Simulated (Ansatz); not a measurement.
Lattice vibrations of ZrS2 at Γ

The calculation used DFT PBEsol, scalar-relativistic, plane waves, PAW in Ansatz 0.2.0. Plane waves to 420 eV; Γ-centred k mesh 12×12×6; fixed occupations. No spin polarisation. Phonons by linear response, acoustic sum rule imposed.

Relaxed structure:
```
CELL_PARAMETERS angstrom
3.62738 0.00000 0.00000
-1.81369 3.14140 0.00000
0.00000 0.00000 5.88745
ATOMIC_POSITIONS crystal
Zr 0.00000 0.00000 0.00000
S 0.33333 0.66667 0.24681
S 0.66667 0.33333 0.75319
```

Optical modes at Γ (transverse, no macroscopic field); i marks an imaginary frequency:
```tsv
frequency (meV)	degeneracy	IR intensity of the level ((D/Å)²/amu)
19.7	2	60.03
31.0	2	0.00
38.7	1	0.00
40.1	1	2.32
```

All 6 optical modes at Γ are real: no displacement of atoms at fixed cell lowers the energy to second order. Strains and modes at other wave vectors aren't tested by this run.

```json
{
  "Electronic dielectric constant ε∞ (principal values)": "5.93, 11.95, 11.95",
  "Static dielectric constant ε0 (principal values)": "6.6, 49.6, 49.6",
  "Refractive index √ε∞, mean": "3.15",
  "Kohn–Sham gap on the mesh": "0.77 eV",
  "Cost": "110 s on 1 thread of AMD EPYC 9R45 96-Core Processor (Zen 5), with other jobs on the host, peak memory 1.4 GiB"
}
```

Born effective charges (e):
| atom | Z*xx | Z*yy | Z*zz | mean |
| --- | --- | --- | --- | --- |
| Zr (atom 1) | 7.00 | 7.00 | 1.95 | 5.31 |
| S (atom 2) | -3.50 | -3.50 | -0.97 | -2.66 |